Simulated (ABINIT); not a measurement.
## Pb in ABINIT: convergence with cutoff

Input of the first run (cutoff 9 Ha); the others differ in this setting and in those tied to it:

run.abi

```
pp_dirpath "./"
pseudos "Pb.GGA_PBE-JTH.xml"

acell 3*1.0
rprim
     5.7421346779    -3.3076253549     0.0000000000
     5.7421346779     3.3076253549     0.0000000000
    -3.9976450118     0.0000000000    11.5183056674
ntypat 1
znucl 82
natom 2
typat 1 1
xred
     0.8992000000     0.9126090000     0.7288880000
     0.0934150000     0.0824840000     0.2714710000
chkprim 0
chksymtnons 0
tolsym 1.0e-6

ecut 244.902476 eV
pawecutdg 57.2
pawxcdev 0

kptopt 1
ngkpt 8 8 4
nshiftk 1
shiftk 0.0 0.0 0.0

ixc -106131

nband 18
occopt 3
tsmear 0.1 eV

nstep 100
tolvrs 1.0e-9

iomode 3
prtwf 0
prtden 0
prteig 0
prtebands 0
enunit 1
```

Potentials or basis: JTH PAW PBE v2.0.

Command:

```console
$ abinit run.abi > log 2>&1
```

The cell isn't the ideal one: atoms moved at random, drawn with an rms of 0.05 Å.

This isn't the form of Pb at room conditions, which is fcc.

Hardware: 1 thread of Arm Neoverse V2, with other jobs on the host.

Problem. The values tried are 9 Ha, 11 Ha, 13 Ha, 15.5 Ha, 18.5 Ha, 22 Ha, 25.5 Ha, 29.5 Ha, 35 Ha, loosest first. From which on does the largest force stay within 0.005 eV/Å of the tightest run that finished?

Solution. From 11 Ha on.

```tsv
cutoff	energy less the tightest run, at zero smearing (meV/atom)	largest force (eV/Å)	SCF cycles	CPU time (s)	peak memory (GiB)
9 Ha	1090.68	0.041	12	38	0.17
11 Ha	304.78	0.055	12	48	0.19
13 Ha	161.87	0.056	12	66	0.2
15.5 Ha	139.79	0.056	12	80	0.23
18.5 Ha	50.03	0.056	12	110	0.26
22 Ha	21.64	0.056	12	160	0.29
25.5 Ha	15.36	0.056	13	210	0.33
29.5 Ha	2.05	0.056	14	290	0.39
35 Ha	0.00	0.056	15	400	0.46
```

Not settled before the last step: the energy (to 1 meV/atom). The tightest run that finished is the yardstick and may itself not be fully converged.

Caveat, for the tightest run too: the highest band is partly filled, so the run has too few bands; the PAW data sets were made with another functional, which shifts forces and pressure a little. Spin-orbit coupling is left out, which matters for the levels of Pb.
